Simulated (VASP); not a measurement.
A run of VASP 6.6.1 is set up as follows.

Contents of INCAR:

```
  ALGO = Fast
  EDIFF = 1E-6
  ENCUT = 520
  GGA = PE
  ISIF = 2
  ISMEAR = 0
  KPAR = 4
  LASPH = T
  LCHARG = F
  LREAL = F
  LWAVE = F
  NBANDS = 14
  NELM = 80
  PREC = Accurate
  SIGMA = 0.03
```

KPOINTS

```
k-points
0
Gamma
  6 6 6
```

File POSCAR:

```
NaF                                     
1.0
    0.0000000000      2.3140630848      2.3140630848
    2.3140630848      0.0000000000      2.3140630848
    2.3140630848      2.3140630848      0.0000000000
  Na              F             
     1     1
Direct
     0.0000000000000000    0.0000000000000000    0.0000000000000000
     0.5000000000000000    0.5000000000000000    0.5000000000000000
```

File KPOINTS_OPT:

```
explicit points
6
Reciprocal
 0.0000000000  0.0000000000  0.0000000000 1
 0.3750000000  0.3750000000  0.7500000000 1
 0.5000000000  0.5000000000  0.5000000000 1
 0.6250000000  0.2500000000  0.6250000000 1
 0.5000000000  0.2500000000  0.7500000000 1
 0.5000000000  0.0000000000  0.5000000000 1
```

Potentials or basis: VASP PAW PBE potentials, release 64 (Na_pv, F).

The run is started by

```console
$ cat potpaw_PBE.64/Na_pv/POTCAR potpaw_PBE.64/F/POTCAR > POTCAR
$ mpirun -np 4 vasp_std > vasp.out
```

Question: Predict the band gap on the k mesh.

Answer: 6.32 eV, direct.

Question: What does it give for the band gap along the path?

Answer: 6.32 eV, direct.

Question: What does it give for the pressure?

Answer: 2.3 GPa.

PBE gaps usually lie below the measured ones, often by a third to a half.
